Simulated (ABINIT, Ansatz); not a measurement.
# KI (Fm-3m): modes at Γ and the response to a field, part 2 of 2

Wanted: the vibrations of KI (Fm-3m) at Γ, by two programs.

ABINIT 10.8.3; DFT LDA, scalar-relativistic, plane waves, PseudoDojo norm-conserving pseudopotentials.

So far. Step 5 (Zone-centre response): The acoustic modes at Γ come out as far as 0.3 cm⁻¹ from zero, where they should vanish, a small numerical error; the Born charges miss their sum rule by 4.0e-4 e, which is good. The relaxed cell has a = 6.818 Å (conventional setting).

## (6) Modes with the sum rule

anaddb reads the merged derivatives, imposes the acoustic sum rule and charge neutrality, and adds the LO-TO term along chosen directions.

The input, anaddb.abi:

```
ddb_filepath "gamma_DDB"
output_file "anaddb.abo"
outdata_prefix "anaddb"
asr 1
chneut 1
enunit 2
eivec 1
nph1l 1
qph1l 0.0 0.0 0.0 1.0
dieflag 1
nph2l 3
qph2l 
    1.0 0.0 0.0 0.0
    0.0 0.0 1.0 0.0
    1.0 1.0 1.0 0.0
```

The input, mrgddb.in:

```
gamma_DDB
merged
2
dfpt_gammao_DS2_DDB
gso_DDB
```

Command:

```bash
> mrgddb < mrgddb.in > mrgddb.log
> OMP_NUM_THREADS=1 anaddb anaddb.abi > anaddb.log
```

anaddb.abo, the main output file:

```text
[banners, grids, parts of the stress and lines that vanish by symmetry left out]
-outvars_anaddb: echo values of input variables ----------------------

 Flags :
[...]
Dielectric Tensor and Effective Charges
[...]
Effective charge tensors after
[...]
Phonon wavevector (reduced coordinates) :  0.00000  0.00000  0.00000
 Phonon energies in Hartree :
[...]
Phonon energies in meV     :
-  0.000000E+00  0.000000E+00  0.000000E+00  1.422223E+01  1.422223E+01
-  1.422223E+01
 Phonon frequencies in cm-1    :
-  0.000000E+00  0.000000E+00  0.000000E+00  1.147100E+02  1.147100E+02
-  1.147100E+02
 Phonon frequencies in Thz     :
-  0.000000E+00  0.000000E+00  0.000000E+00  3.438919E+00  3.438919E+00
-  3.438919E+00
 Phonon energies in Kelvin  :
-  0.000000E+00  0.000000E+00  0.000000E+00  1.650421E+02  1.650421E+02
-  1.650421E+02
[...]
-  1  0.00000000E+00  0.00000000E+00 -1.81786943E-03
-     0.00000000E+00  0.00000000E+00  0.00000000E+00
-  2  0.00000000E+00  0.00000000E+00 -1.81786721E-03
-     0.00000000E+00  0.00000000E+00  0.00000000E+00
[...]
-  1  0.00000000E+00  1.81786943E-03  0.00000000E+00
-     0.00000000E+00  0.00000000E+00  0.00000000E+00
-  2  0.00000000E+00  1.81786721E-03  0.00000000E+00
-     0.00000000E+00  0.00000000E+00  0.00000000E+00
[...]
-  1  1.81786943E-03  0.00000000E+00  0.00000000E+00
-     0.00000000E+00  0.00000000E+00  0.00000000E+00
-  2  1.81786721E-03  0.00000000E+00  0.00000000E+00
-     0.00000000E+00  0.00000000E+00  0.00000000E+00
[...]
-  1  0.00000000E+00  0.00000000E+00 -3.27507824E-03
-     0.00000000E+00  0.00000000E+00  0.00000000E+00
-  2  0.00000000E+00  0.00000000E+00  1.00902788E-03
-     0.00000000E+00  0.00000000E+00  0.00000000E+00
[...]
-  1  0.00000000E+00 -3.27507824E-03  0.00000000E+00
-     0.00000000E+00  0.00000000E+00  0.00000000E+00
-  2  0.00000000E+00  1.00902788E-03  0.00000000E+00
-     0.00000000E+00  0.00000000E+00  0.00000000E+00
[...]
-  1  3.27507824E-03  0.00000000E+00  0.00000000E+00
-     0.00000000E+00  0.00000000E+00  0.00000000E+00
-  2 -1.00902788E-03  0.00000000E+00  0.00000000E+00
-     0.00000000E+00  0.00000000E+00  0.00000000E+00
[...]
-     1          0.000000     0.000000    -0.000001     0.000001
-     2          0.000000     0.000001     0.000000     0.000001
-     3          0.000001    -0.000000     0.000000     0.000001
-     4          0.000019     0.000017    -1.382648     1.382648
-     5          0.000004    -1.382648    -0.000017     1.382648
-     6          1.382648     0.000004     0.000019     1.382648
[...]
-   1     Real    0.0000E+00  0.0000E+00  0.0000E+00  0.0000E+00  0.0000E+00  0.0000E+00  0.0000E+00
[...]
-   2     Real    0.0000E+00  0.0000E+00  0.0000E+00  0.0000E+00  0.0000E+00  0.0000E+00  0.0000E+00
[...]
-   3     Real    0.0000E+00  0.0000E+00  0.0000E+00  0.0000E+00  0.0000E+00  0.0000E+00  0.0000E+00
[...]
-   4     Real    0.0000E+00  0.0000E+00  2.2452E-05  0.0000E+00 -3.0558E-10 -2.8382E-10  2.2452E-05
[...]
-   5     Real    0.0000E+00  2.2452E-05  0.0000E+00 -5.7356E-11  0.0000E+00  2.8382E-10  2.2452E-05
[...]
-   6     Real    2.2452E-05  0.0000E+00  0.0000E+00  5.7352E-11  3.0558E-10  0.0000E+00  2.2452E-05
[...]
Phonon at Gamma, with non-analyticity in the
[...]
Phonon energies in Hartree :
[...]
Phonon energies in meV     :
-  0.000000E+00  0.000000E+00  0.000000E+00  1.422223E+01  1.422223E+01
-  1.809530E+01
 Phonon frequencies in cm-1    :
-  0.000000E+00  0.000000E+00  0.000000E+00  1.147100E+02  1.147100E+02
-  1.459484E+02
 Phonon frequencies in Thz     :
-  0.000000E+00  0.000000E+00  0.000000E+00  3.438919E+00  3.438919E+00
-  4.375424E+00
 Phonon energies in Kelvin  :
-  0.000000E+00  0.000000E+00  0.000000E+00  1.650421E+02  1.650421E+02
-  2.099872E+02
[...]
-  1  0.00000000E+00  0.00000000E+00 -1.81786943E-03
-     0.00000000E+00  0.00000000E+00  0.00000000E+00
-  2  0.00000000E+00  0.00000000E+00 -1.81786721E-03
-     0.00000000E+00  0.00000000E+00  0.00000000E+00
[...]
Phonon at Gamma, with non-analyticity in the
[...]
Phonon energies in Hartree :
[...]
Phonon energies in meV     :
-  0.000000E+00  0.000000E+00  0.000000E+00  1.422223E+01  1.422223E+01
-  1.809530E+01
 Phonon frequencies in cm-1    :
-  0.000000E+00  0.000000E+00  0.000000E+00  1.147100E+02  1.147100E+02
-  1.459484E+02
 Phonon frequencies in Thz     :
-  0.000000E+00  0.000000E+00  0.000000E+00  3.438919E+00  3.438919E+00
-  4.375424E+00
 Phonon energies in Kelvin  :
-  0.000000E+00  0.000000E+00  0.000000E+00  1.650421E+02  1.650421E+02
-  2.099872E+02
[...]
Phonon at Gamma, with non-analyticity in the
[...]
Phonon energies in Hartree :
[...]
Phonon energies in meV     :
-  0.000000E+00  0.000000E+00  0.000000E+00  1.422223E+01  1.422223E+01
-  1.809530E+01
 Phonon frequencies in cm-1    :
-  0.000000E+00  0.000000E+00  0.000000E+00  1.147100E+02  1.147100E+02
-  1.459484E+02
 Phonon frequencies in Thz     :
-  0.000000E+00  0.000000E+00  0.000000E+00  3.438919E+00  3.438919E+00
-  4.375424E+00
 Phonon energies in Kelvin  :
-  0.000000E+00  0.000000E+00  0.000000E+00  1.650421E+02  1.650421E+02
-  2.099872E+02
[...]
-  1  3.11158799E-06 -1.81784290E-03 -9.27325032E-06
-     0.00000000E+00  0.00000000E+00  0.00000000E+00
-  2  3.11130044E-06 -1.81784096E-03 -9.27352275E-06
-     0.00000000E+00  0.00000000E+00  0.00000000E+00
[...]
-  1  1.81786509E-03  3.09934113E-06  2.32290697E-06
-     0.00000000E+00  0.00000000E+00  0.00000000E+00
-  2  1.81786315E-03  3.09962099E-06  2.32318777E-06
-     0.00000000E+00  0.00000000E+00  0.00000000E+00
[...]
-  1  3.52920357E-04  2.11911255E-03 -2.47203291E-03
-     0.00000000E+00  0.00000000E+00  0.00000000E+00
-  2 -1.08732205E-04 -6.52883223E-04  7.61615428E-04
-     0.00000000E+00  0.00000000E+00  0.00000000E+00
[...]
-  1  2.65069906E-03 -1.63098753E-03 -1.01971154E-03
-     0.00000000E+00  0.00000000E+00  0.00000000E+00
-  2 -8.16661176E-04  5.02495440E-04  3.14165737E-04
-     0.00000000E+00  0.00000000E+00  0.00000000E+00
[...]
Direction                     Dielectric constant
[...]
0.00000   0.00000   1.00000      5.05377213
   1.00000   1.00000   1.00000      5.05377213
-
```

Elapsed: 0.55 s, on 1 thread of Arm Neoverse N1, shared host.

Numbers from this step:

| Quantity | Value |
| --- | --- |
| mean static dielectric constant | 5.054 |
| highest mode moved by the LO-TO term | 145.9 cm⁻¹ |

No LO-TO term; unit eigenvectors of the mass-weighted matrix, from anaddb's displacements. The modes at Γ (shares of kinetic energy by element, %):

```csv
mode,frequency (cm⁻¹),symmetry,K %,I %
1,0.0,acoustic,24,76
2,0.0,acoustic,24,76
3,0.0,acoustic,24,76
4,114.7,T1u,76,24
5,114.7,T1u,76,24
6,114.7,T1u,76,24
```

Displacements in mode 4 (114.7 cm⁻¹), the largest set to 1:
```
K1   0.00  0.00 -1.00
I2   0.00  0.00  0.31
```

Trace of the oscillator strength, degenerate modes summed. Infrared lines, with heights relative to the strongest:

```csv
position (cm⁻¹),lines merged,"IR intensity, relative"
115,3,100
```

Static dielectric tensor (ions relaxed, fixed cell):

```
5.05 0.00 0.00
0.00 5.05 0.00
0.00 0.00 5.05
```

The rule moves no optical mode by more than 0.1 cm⁻¹.

## (7) A second program

The same cell goes through another code at the same cutoff. The files are of one family, but Ansatz's library holds files of its own making for some heavy elements, so those for I may differ. Its k mesh is centred on Γ.

This step: DFT LDA, scalar-relativistic, plane waves, norm-conserving pseudopotentials of its library (PseudoDojo's, some remade) (Ansatz 0.2.0).

The input, input.yaml:

```yaml
crystal:
  lattice:
    - [0.0, 3.4088426093, 3.4088426093]
    - [3.4088426093, 0.0, 3.4088426093]
    - [3.4088426093, 3.4088426093, 0.0]
  atoms:
    - { symbol: K, position: [0.0, 0.0, 0.0] }
    - { symbol: I, position: [0.5, 0.5, 0.5] }
kpoints:
  mp_grid: { grid: [6, 6, 6] }
hamiltonian:
  xc: lda
  pseudopotentials: { kind: nc, accuracy: standard }
scf:
  occupations: { method: fixed }
output:
  eigenvalues: true
basis:
  ecutwfc: 870.764
phonons:
  method: dfpt
  dielectric: true
  rigid_motions: translations
```

Command:

```bash
> ansatz run input.yaml --threads 2 --pin off --max-ram 4096MiB --backend cpu --events-out ev --progress --plain --runs-dir out
```

Output:

```text
Warning: basis.ecutwfc = 870.764 eV is below the records' recommended 979.609905 eV, and the density's cutoff is lower with it unless basis.ecutrho_ratio is high enough to keep the records' density cutoff: compare with a run at a higher cutoff
Engine: ansatz 0.2.0, aarch64-unknown-linux-gnu
Pseudopotentials: kind: nc
Pseudopotential: K, nc, valence charge 9, recommended cutoff 979.609905 eV (normal), K.nc.azcp (PseudoDojo's, or run here from an input of PseudoDojo's; its table is named by hamiltonian.pseudopotentials.accuracy)
Pseudopotential: I, nc, valence charge 7, recommended cutoff 952.398519 eV (normal), I.nc.azcp (PseudoDojo's, or run here from an input of PseudoDojo's; its table is named by hamiltonian.pseudopotentials.accuracy)
Functional definition: SPW92
  exchange = slater_x
  correlation = pw_c
Crystal: 2 atoms, lattice volume = 79.223 Å³
Basis set: ecut = 870.764 eV, 4645 PW (Γ), exchange–correlation on 96×96×96 points (8 copies of the dense FFT grid, shifted against one another)
Bands: 12, of which v1, the nominal top of the filled ones, is band 8 counted from 1 (7 counted from 0)
Symmetry: 48 space group operations
k-points: 30 of 216 (irreducible under 8 space group operations, time reversal used)
Non-local potential: K, projectors of the file, l = 0: 2, l = 1: 2, l = 2: 2
Non-local potential: I, projectors of the file, l = 0: 2, l = 1: 2, l = 2: 2, l = 3: 2
Initial density: superposition of atomic densities (chi_scale 0.1, normalization cell, long waves kept (reshape's long-wave potential 0.00 eV rms))
Initial wavefunctions: pseudopotential atomic-orbital guess
Functional: x = slater, c = lda
SCF iter   1: F=—  HF=-1171.860480 eV  |F-HF|=—  |Δ(HF+E_count)|=         —  Δρ=2.83e-2  dr2=1.08e0  ethr=3.10e-3  ⟨swp⟩=6.8  Hψ=2440  notcnv=0  defer=48
preconditioner: auto → none  [insulator: Δε(μ)=3.263 eV  Ē_g=13.958 eV  n_scr=14 (ndim 8)  ℏωp=15.6 eV  f_vac=0.000  ε∞_Penn≈2.3]
SCF iter   2: F=—  HF=-1171.348702 eV  |F-HF|=—  |Δ(HF+E_count)|=   5.12e-1  Δρ=5.88e-3  dr2=3.96e-2  ethr=3.10e-3  ⟨swp⟩=3.7  Hψ=1110  notcnv=0  defer=54
SCF iter   3: F=—  HF=-1171.337372 eV  |F-HF|=—  |Δ(HF+E_count)|=   1.13e-2  Δρ=2.85e-3  dr2=5.46e-3  ethr=2.48e-4  ⟨swp⟩=4.0  Hψ=686  notcnv=0  defer=58
SCF iter   4: F=—  HF=-1171.336396 eV  |F-HF|=—  |Δ(HF+E_count)|=   9.76e-4  Δρ=3.14e-4  dr2=1.36e-4  ethr=3.41e-5  ⟨swp⟩=3.2  Hψ=478  notcnv=0  defer=60
SCF iter   5: F=—  HF=-1171.336415 eV  |F-HF|=—  |Δ(HF+E_count)|=   1.96e-5  Δρ=6.81e-5  dr2=4.76e-6  ethr=8.48e-7  ⟨swp⟩=3.1  Hψ=650  notcnv=0  defer=58
SCF iter   6: F=—  HF=-1171.336416 eV  |F-HF|=—  |Δ(HF+E_count)|=   5.19e-7  Δρ=2.36e-5  dr2=7.28e-7  ethr=2.98e-8  ⟨swp⟩=2.1  Hψ=589  notcnv=0  defer=56
SCF iter   7: F=—  HF=-1171.336376 eV  |F-HF|=—  |Δ(HF+E_count)|=   3.95e-5  Δρ=6.16e-6  dr2=5.15e-8  ethr=4.55e-9  ⟨swp⟩=2.4  Hψ=596  notcnv=0  defer=54
SCF iter   8: F=—  HF=-1171.336376 eV  |F-HF|=—  |Δ(HF+E_count)|=   2.23e-8  Δρ=1.04e-6  dr2=9.90e-10  ethr=3.22e-10  ⟨swp⟩=2.4  Hψ=600  notcnv=0  defer=54
SCF iter   9: F=-1171.336376 eV  HF=-1171.336376 eV  |F-HF|=2.05e-12  |Δ(HF+E_count)|=  3.43e-10  Δρ=8.34e-8  dr2=3.83e-12  ethr=1.00e-12  ⟨swp⟩=15.4  Hψ=3769  notcnv=0
SCF 1 converged in 9 iterations: F = -1171.336376 eV  dr2 = 3.83e-12
NSCF: frozen V_eff on 2 k-points
DFPT response loops at Γ: preconditioner auto → none (the input reference at scf.mixing.eps_inf says where Resta's filter doesn't serve); β = 0.50; Broyden in place of MSR1
── the response to a field inside a basis, on 6×6×6 k-points: an SCF that follows is theirs, and a resumed run solves both again ──
Bands: 9, of which v1, the nominal top of the filled ones, is band 8 counted from 1 (7 counted from 0)
k-points: 28 of 216 (irreducible under 12 space group operations)
Initial density: handed on by an earlier stage of this run
Initial wavefunctions: pseudopotential atomic-orbital guess (no wavefunctions were taken with the density)
Eigensolver: Dense (28 Hₖ)
SCF iter   1: F=—  HF=-1171.335201 eV  |F-HF|=—  |Δ(HF+E_count)|=         —  Δρ=1.34e-4  dr2=1.16e-6  ethr=1.00e-1
preconditioner: auto → none  [insulator: Δε(μ)=4.114 eV  Ē_g=12.282 eV  n_scr=14 (ndim 8)  ℏωp=15.6 eV  f_vac=0.010  ε∞_Penn≈2.6]
SCF iter   2: F=—  HF=-1171.335202 eV  |F-HF|=—  |Δ(HF+E_count)|=   6.13e-7  Δρ=6.65e-5  dr2=2.87e-7  ethr=7.27e-9
SCF iter   3: F=-1171.335202 eV  HF=-1171.335202 eV  |F-HF|=8.70e-10  |Δ(HF+E_count)|=   2.17e-7  Δρ=1.54e-6  dr2=1.12e-9  ethr=1.79e-9
SCF 1 converged in 3 iterations: F = -1171.335202 eV  dr2 = 1.12e-9
DFPT response loops at Γ: mixed as the last ones told, above
SCF converged after 9 iterations
Free energy (F): -1171.336376 eV
Harris-Foulkes:  -1171.336376 eV  (|F-HF|=2.05e-12)
Internal energy: -1171.336376 eV  (E = F + TS)
E sigma→0 (E₀):  -1171.336376 eV
Fermi energy:    1.909554 eV
--- Per-component energies (eV) ---
  E_band       = -121.604624
  E_kinetic    = 366.536475
  E_local      = -902.588957  (includes V_loc(G=0)·N_el)
  E_nonlocal   = 172.320347
  E_hartree    = 245.147947
  E_xc         = -278.309483
  E_vxc        = -248.168373  (∫ρ·V_xc dr)
  E_ewald      = -774.442705
  E_smearing   = -0.000000  (= −TS)
  E_closure    = 0.000000  (closes the sum)
  Σ components = -1171.336376   (vs F -1171.336376, Δ=0.00e0)
--- Band table (eV; the first three rows and the last of 30) ---
  k-point 0: bands = [... 4 lower, -8.8900, 1.9096, 1.9096, 1.9096, 5.7754, 8.1452, 8.1452, 8.1452]
  k-point 1: bands = [... 4 lower, -8.7444, 1.3700, 1.7841, 1.7841, 6.4798, 8.0940, 8.4706, 8.4706]
  k-point 2: bands = [... 4 lower, -8.5014, 0.5798, 1.5570, 1.5570, 7.1319, 8.9671, 9.2781, 9.2781]
  k-point 29: bands = [... 4 lower, -8.5966, 0.8465, 1.2162, 1.2173, 7.2664, 8.3405, 9.2678, 10.3607]
--- Phonons (Γ-DFPT): 2 representative perturbations + reference, on 30 of 216 k-points (Σ response iterations 7) ---
  k mesh reduced under 8 symmetry operations, with k and −k counted as one. Each operation leaves every solved perturbation unchanged. A smaller set is not considered because the run solves the response to a homogeneous field
  ASR residual: 2.627e-4 → 0.000e0 eV/Å²; symmetrization residual: 6.842e-7 eV/Å²
  ASR residual per site (eV/Å²): 2.63e-4 1.96e-5
  Γ frequencies (cm⁻¹): 0.00 0.00 0.00 114.63 114.63 114.63
  ε∞ (high-frequency dielectric tensor):
        3.124065    -0.000000     0.000000
       -0.000000     3.124065     0.000000
        0.000000     0.000000     3.124065
  ε⁰ (static dielectric tensor: ions relaxed, cell fixed):
        5.058636     0.000000     0.000000
        0.000000     5.058636     0.000000
        0.000000     0.000000     5.058636
  ε⁰ − ε∞ (ionic part):
        1.934572     0.000000     0.000000
        0.000000     1.934572     0.000000
        0.000000     0.000000     1.934572
  softest optical mode at Γ: 114.63 cm⁻¹; the repairs (sum rule, projections) moved no ω² at Γ by more than (1.36 cm⁻¹)²
  Born effective charges Z* (e; rows j = field, columns β = displacement):
    site 0:
         1.10599    0.00000    0.00000
        -0.00000    1.10599    0.00000
         0.00000    0.00000    1.10599
    site 1:
        -1.10599   -0.00000   -0.00000
         0.00000   -1.10599   -0.00000
        -0.00000   -0.00000   -1.10599
  Z* charge neutrality: 6.491e-4 e pre-enforcement
  solved inside a basis spanned on kpoints, on 6×6×6 k-points, its susceptibility summed on 10×10×10: ε∞ is read to err by 6.4e-3, Z* by 9.9e-3 e (field_mesh: kpoints solves on kpoints); Z* is corrected for what the basis lacks
  optical modes at Γ without the LO–TO term, one row a degenerate level:
      ω (cm⁻¹)  modes    IR ((D/Å)²/amu)
        114.63      3             2.8325
  optical modes at Γ + LO–TO along q̂ = [1.0000, 0.0000, 0.0000]:
      ω (cm⁻¹)  modes    IR ((D/Å)²/amu)
        114.63      2             1.8883
        145.86      1             0.9442
  optical modes at Γ + LO–TO along q̂ = [0.0000, 1.0000, 0.0000]:
      ω (cm⁻¹)  modes    IR ((D/Å)²/amu)
        114.63      2             1.8883
        145.86      1             0.9442
  optical modes at Γ + LO–TO along q̂ = [0.0000, 0.0000, 1.0000]:
      ω (cm⁻¹)  modes    IR ((D/Å)²/amu)
        114.63      2             1.8883
        145.86      1             0.9442
```

Elapsed: 61 s, on 2 threads; peak memory 0.72 GiB.

This step gave:

```
sum-rule residual before enforcement             : 2.63e-4 eV/Å²
miss of the charge sum rule                      : 6.49e-4 e
estimated error of the dielectric tensor         : 0.006406
estimated error of the Born charges              : 0.009861 e
highest optical zone-centre mode (no LO-TO term) : 114.6 cm⁻¹
lowest optical zone-centre mode                  : 114.6 cm⁻¹
mean high-frequency dielectric constant          : 3.124
mean static dielectric constant                  : 5.059
```

Transverse modes. Lines of the infrared spectrum (strongest = 100):

```csv
position (cm⁻¹),label,"IR intensity ((D/Å)²/amu), degenerate modes summed, relative"
115,T1u,100
```

## (8) Side by side: ABINIT PseudoDojo and Ansatz, library NC

Worked out from the results:

| Quantity | Value |
| --- | --- |
| root-mean-square difference | 0.08 cm⁻¹ |
| largest difference | 0.08 cm⁻¹ |

Frequencies side by side, by row:

```csv
q (reciprocal lattice),mode,ABINIT PseudoDojo (cm⁻¹),"Ansatz, library NC (cm⁻¹)"
0 0 0,1,0,0
0 0 0,2,0,0
0 0 0,3,0,0
0 0 0,4,114.7,114.6
0 0 0,5,114.7,114.6
0 0 0,6,114.7,114.6
```

The two runs side by side. Further quantities:

```csv
quantity,ABINIT PseudoDojo,"Ansatz, library NC"
mean ε∞,3.122,3.124
"largest Born charge in size (e; the first before, the second after the charge sum rule)",1.106,1.106
summed IR intensity ((D/Å)²/amu),2.833,2.833
```

At the zone centre the largest difference (acoustic modes at Γ apart) is 0.07 % of the highest mode.

## (9) What came out

* space group after relaxation: Fm-3m
* volume per atom: 39.6 Å³
* highest optical zone-centre mode (no LO-TO term): 114.7 cm⁻¹
* highest mode moved by the LO-TO term: 145.9 cm⁻¹
* mean high-frequency dielectric constant: 3.12
* largest Born charge in size (third of the trace): 1.11 e
* mean static dielectric constant: 5.05
* imaginary optical modes at the zone centre (no q mesh in this session): none
* largest difference from Ansatz, library NC: 0.08 cm⁻¹

At the LDA level the optical modes of KI (Fm-3m) at the zone centre (no LO-TO term) lie at 115 cm⁻¹. Along the directions run, the highest mode that the macroscopic field moves lies at 146 cm⁻¹. Lattice motion raises the mean dielectric constant from 3.122 to 5.054. The Born charge of K is 1.106 e against a formal charge of +1, somewhat above it. The Lyddane-Sachs-Teller relation holds: (ωLO/ωTO)² is 1.62 and ε₀/ε∞ is 1.62. ABINIT PseudoDojo and Ansatz, library NC agree to 0.08 cm⁻¹ (0.07 % of the highest mode compared) on all solved modes but the acoustic ones at Γ, without the LO-TO term. These are harmonic frequencies at zero temperature: anharmonic shifts and linewidths and thermal expansion are left out. Spin-orbit coupling is left out, which can matter for the heavy elements here. Ansatz warns that the cutoff lies 11 % under the one recommended for these files; agreement at one cutoff is not convergence.

[Host names and launcher messages were left out of these logs when they were recorded.]

[Logs are printed without paths, hosts, clocks, repeated set-up lines and the standing remarks that a program may print on its own settings, such as how far it seeks lower states.]

[Hosts, paths, dates, database ids (printed as entryN), source tags and the programs' standing remarks are cut or masked in the printed files.]
